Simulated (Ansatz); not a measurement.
**Cr: from a first guess to the relaxed fcc type**

First guess:

```yaml
crystal:
  lattice:
    - [0.00000, 1.77176, 1.77176]
    - [1.77176, 0.00000, 1.77176]
    - [1.77176, 1.77176, 0.00000]
  atoms:
    - { symbol: Cr, position: [0.00000, 0.00000, 0.00000] }
```

Computed with DFT, PBE, PAW with Ansatz's default frozen-core files, scalar-relativistic (Ansatz 0.2.0).

Cell and atoms relax within the symmetry of the start on a 20×20×20 k mesh with 0.05 eV Fermi–Dirac smearing, from parallel moments.

The start is built from a prototype, known or not as a phase of this compound; the cutoff is 420 eV.

The magnetic state is the one reached from parallel moments; other orders may lie lower.

Question: What is the pressure of the first guess?

Answer: 17.94 GPa.

Question: What does it relax to?

Answer: a = 3.622 Å, b = 3.622 Å, c = 3.622 Å, α = 90.00°, β = 90.00°, γ = 90.00° (conventional cell), 11.88 Å³ per atom:
Space group Fm-3m (No. 225). a = 3.622 Å, b = 3.622 Å, c = 3.622 Å, α = 90.00°, β = 90.00°, γ = 90.00°
```csv
atom,site,symmetry,x,y,z
Cr,4a,m-3m,0.0000,0.0000,0.0000
```

Question: How much energy does the relaxation release?

Answer: 40 meV/atom.

Question: What moment does the relaxed primitive cell (1 atom) carry?

Answer: 0.00 μB.
